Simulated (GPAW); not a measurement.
AlN, 4 atoms in the cell. It takes space group P6_3mc (No. 186, hexagonal). Conventional cell: a = 3.113 Å, b = 3.113 Å, c = 4.981 Å, α = 90.00°, β = 90.00°, γ = 120.00°. Al (site symmetry 3m) is surrounded by 4 N at 1.89 Å. Around N (site symmetry 3m) lie 4 Al at 1.89 Å. 

| Property | Result |
| --- | --- |
| Program | GPAW 26.7.0 |
| Task | G0W0 quasiparticle levels |
| Functional | LDA |
| Potentials or basis | the program's PAW data sets (release 1.2.1) made for this functional |
| Cutoff | 600 eV |
| Basis | pw |
| k mesh | 5 × 5 × 3 |
| Occupations | fermi-dirac, width 0.001 eV |
| Spin | no spin polarisation |
| Response ecut | 200 eV |
| Frequency | ppa |
| Extrapolate | yes |
| Vertex | none |
| Qp bands | 4 |
| Integrate gamma | WS |
| All k | no |
| Domega0 | 0.15 eV |
| Maxiter | 150 |
| Response bands | 268 |

Potentials or basis: the program's PAW data sets (release 1.2.1) made for this functional, pw.

Run with:

```bash
$ OMP_NUM_THREADS=1 python run.py
```

Hardware: 1 thread of AMD EPYC 7R43 64-Core Processor (Zen 3), on a shared host.

**Question.** How long does it take, and how much memory?

**Answer.** Wall time 25 min on 1 thread of AMD EPYC 7R43 64-Core Processor (Zen 3) (shared host), peak memory 0.47 GiB. Counts: scf iterations 11, plane waves 1405, bands 18, k points 12.
